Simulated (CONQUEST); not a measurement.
**Rh in CONQUEST: convergence with k mesh**

Input of the first run (k mesh 2 × 2 × 1); the others differ in this setting and in those tied to it:

File Conquest_input:

```
IO.Title Rh
IO.Coordinates coords.dat
IO.FractionalAtomicCoords T
IO.Iprint 2
IO.Iprint_init 1
General.NumberOfSpecies 1
General.PseudopotentialType hamann
AtomMove.TypeOfRun static
AtomMove.FullStress T
Grid.GridCutoff 120
DM.SolutionMethod diagon
Diag.MPMesh T
Diag.GammaCentred T
Diag.MPMeshX 2
Diag.MPMeshY 2
Diag.MPMeshZ 1
Diag.kT 0.00183747
minE.SCTolerance 1e-6
SC.MaxIters 100
IO.AtomChargeOutput T
%block ChemicalSpeciesLabel
1 102.910 Rh
%endblock
```

Contents of coords.dat:

```
    5.0719591730     0.0000000000     0.0000000000
    0.0000000000     5.0719591730     0.0000000000
    0.0000000000     0.0000000000     7.1728334512
2
 -0.0022480000  -0.0077610000   0.0035290000 1 T T T
  0.4839880000   0.5172100000   0.5084710000 1 T T T
```

Potentials or basis: PseudoDojo NC PBE, DZP, grid cutoff 120 Ha.

Command:

```bash
$ OMP_NUM_THREADS=1 Conquest
```

The cell isn't the ideal one: atoms moved at random.

Hardware: 1 thread of Intel(R) Xeon(R) 6975P-C (Granite Rapids), with other jobs on the host.

```
      k mesh  energy less the tightest run, at zero smearing (meV/atom)  pressure (GPa)  largest force (eV/Å)  SCF cycles  CPU time (s)  peak memory (GiB)
   2 × 2 × 1                                                     329.77           24.49                     -          11            35               0.65
   2 × 2 × 2                                                    1046.02           28.82                 0.324          13            38               0.65
   3 × 3 × 3                                                     530.60           21.69                 0.277           9            35               0.65
   4 × 4 × 3                                                    -124.63           10.20                 0.879           7            35               0.65
   6 × 6 × 4                                                      20.41           12.91                 0.594           7            42               0.65
   7 × 7 × 5                                                     -21.10           11.95                 0.682           7            45               0.64
   8 × 8 × 6                                                       6.41           12.75                 0.617           7            75               0.65
 10 × 10 × 7                                                       1.86           12.59                 0.634           7            99               0.65
 12 × 12 × 9                                                      -1.57           12.43                 0.648           7           150               0.65
14 × 14 × 10                                                       0.00           12.52                 0.647           7           230               0.65
```

Against the tightest run, the pressure stays within 0.1 GPa from 10 × 10 × 7 on; the largest force stays within 0.005 eV/Å from 12 × 12 × 9 on. Not settled before the last step: the energy (to 1 meV/atom). Meshes of other sizes hit other points, so gaps and Fermi surfaces needn't settle smoothly. The tightest run that finished is the yardstick and may itself not be fully converged.

Caveat, for the tightest run too: the basis of atomic orbitals isn't converged, which shifts pressures, moduli and gaps.
